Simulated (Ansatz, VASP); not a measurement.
BAs in VASP and in Ansatz

The input INCAR:

```
PREC = Accurate
ENCUT = 520
EDIFF = 1E-6
ISMEAR = 1
SIGMA = 0.1
LREAL = F
LASPH = T
NELM = 80
ALGO = Normal
ISIF = 2
LWAVE = F
LCHARG = F
GGA = PE
NBANDS = 11
```

KPOINTS

```
Automatic mesh
0
Gamma
  6 6 6
```

The input POSCAR:

```
BAs
1.0
    0.0000000000      2.4096270000      2.4096270000
    2.4096270000      0.0000000000      2.4096270000
    2.4096270000      2.4096270000      0.0000000000
B As
1 1
Direct
    0.2500000000      0.2500000000      0.2500000000
    0.0000000000      0.0000000000      0.0000000000
```

Input for Ansatz:

```yaml
crystal:
  lattice:
    - [0.0, 2.409627, 2.409627]
    - [2.409627, 0.0, 2.409627]
    - [2.409627, 2.409627, 0.0]
  atoms:
    - { symbol: B, position: [0.25, 0.25, 0.25] }
    - { symbol: As, position: [0.0, 0.0, 0.0] }
basis:
  ecutwfc: 420
kpoints:
  mp_grid: { grid: [6, 6, 6] }
hamiltonian:
  xc: pbe
scf:
  occupations: { method: cold }
  mixing: { algorithm: msr1, preconditioner: none }
  max_iter: 81
output:
  forces: true
  stress: true
  eigenvalues: true
```

Alike in both runs: task single point; functional PBE; k mesh 6 × 6 × 6; no spin polarisation.

|  | VASP | Ansatz |
| --- | --- | --- |
| version | VASP 6.6.1 | Ansatz 0.2.0 |
| potentials or method | VASP PAW PBE potentials, release 64 (B, As) | scalar-relativistic, plane waves, PAW |
| plane-wave cutoff (eV) | 520 | 420 |
| occupations | methfessel-paxton of order 1, width 0.1 eV | cold |
| valence electrons in the cell | 8 | 18 |

|  | VASP | Ansatz | Ansatz less VASP |
| --- | --- | --- | --- |
| gap on the k mesh at the Fermi level (eV) | 1.29 | 1.30 | +0.008 |
| least direct gap on the mesh (eV) | 3.24 | 3.25 | +0.005 |
| pressure (GPa) | -0.2 | -0.8 | -0.57 |

The two sets of potentials don't hold the same shells in valence.

A k mesh can miss the band edges. A hybrid or GW would open this gap; PBE tends to underestimate it.
